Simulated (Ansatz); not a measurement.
# SiO2: the cost of one run

Method: DFT r2SCAN, scalar-relativistic, plane waves, PAW, in Ansatz 0.2.0.

2 further runs of the same task are left out: 2 set aside as unsound or not needed.

## Step 1: The system as given

It takes space group P6_322 (No. 182, hexagonal). Conventional cell: a = 5.036 Å, b = 5.036 Å, c = 8.565 Å, α = 90.00°, β = 90.00°, γ = 120.00°. Si (site symmetry 3) is surrounded by 4 O at 1.60 to 1.61 Å. Around O (site symmetry 2) lie 2 Si at 1.61 Å. O (site symmetry 32) is surrounded by 2 Si at 1.60 Å.

Coordinates:

```cif
data_structure
_symmetry_space_group_name_H-M 'P 1'
_symmetry_Int_Tables_number 1
_cell_length_a 5.0361
_cell_length_b 5.0361
_cell_length_c 8.5651
_cell_angle_alpha 90.000
_cell_angle_beta 90.000
_cell_angle_gamma 120.000
_cell_volume 188.12
loop_
_atom_site_label
_atom_site_type_symbol
_atom_site_fract_x
_atom_site_fract_y
_atom_site_fract_z
_atom_site_occupancy
Si1 Si 0.66667 0.33333 0.93705 1
Si2 Si 0.66667 0.33333 0.56295 1
Si3 Si 0.33333 0.66667 0.06295 1
Si4 Si 0.33333 0.66667 0.43705 1
O1 O 0.00000 0.41331 0.00000 1
O2 O 0.41331 0.41331 0.50000 1
O3 O 0.58669 0.00000 0.50000 1
O4 O 0.58669 0.58669 0.00000 1
O5 O 0.00000 0.58669 0.50000 1
O6 O 0.66667 0.33333 0.75000 1
O7 O 0.33333 0.66667 0.25000 1
O8 O 0.41331 0.00000 0.00000 1
```

It goes back to an entry of the Materials Project, which need not be the stable form.

It is the result of an earlier relaxation at this level (volume 15.68 Å³/atom; gap on the mesh: 6.18 eV).

The unstrained cell was computed beforehand with the same settings: E(σ→0) = -7120.2333 eV for 12 atoms, gap 6.17 eV over the zone.

## Step 2: Strain -1.5 %

input.yaml

```yaml
crystal:
  lattice:
    - [4.9605343023, 0.0, 0.0]
    - [-2.4802671512, 4.2959487222, 0.0]
    - [0.0, 0.0, 8.6421635604]
  atoms:
    - { symbol: Si, position: [0.6666666667, 0.3333333333, 0.9370460698] }
    - { symbol: Si, position: [0.6666666667, 0.3333333333, 0.5629539302] }
    - { symbol: Si, position: [0.3333333333, 0.6666666667, 0.0629539302] }
    - { symbol: Si, position: [0.3333333333, 0.6666666667, 0.4370460698] }
    - { symbol: O, position: [0.0, 0.4133082251, 0.0] }
    - { symbol: O, position: [0.4133082251, 0.4133082251, 0.5] }
    - { symbol: O, position: [0.5866917749, 0.0, 0.5] }
    - { symbol: O, position: [0.5866917749, 0.5866917749, 0.0] }
    - { symbol: O, position: [0.0, 0.5866917749, 0.5] }
    - { symbol: O, position: [0.6666666667, 0.3333333333, 0.75] }
    - { symbol: O, position: [0.3333333333, 0.6666666667, 0.25] }
    - { symbol: O, position: [0.4133082251, 0.0, 0.0] }
basis:
  ecutwfc: 500
kpoints:
  mp_grid: { grid: [6, 6, 4] }
hamiltonian:
  xc: r2scan
scf:
  occupations: { method: gaussian, width: 0.02 }
output:
  forces: true
  stress: true
  eigenvalues: true
relax:
  adjacent_minimum: "off"
  f_tol: 0.008
  max_steps: 40
  cell: { stress_tol: 0.015, fix: [a, b, gamma] }
```

Started as:

```sh
$ ansatz run input.yaml --threads 2 --pin off --max-ram 5120MiB --backend cpu --events-out ev --progress --plain --runs-dir out
```

**Question.** How long does this run take on 2 threads of Arm Neoverse V2, shared host, and how much memory does it need?

About 96 s, with a peak of 0.83 GiB.
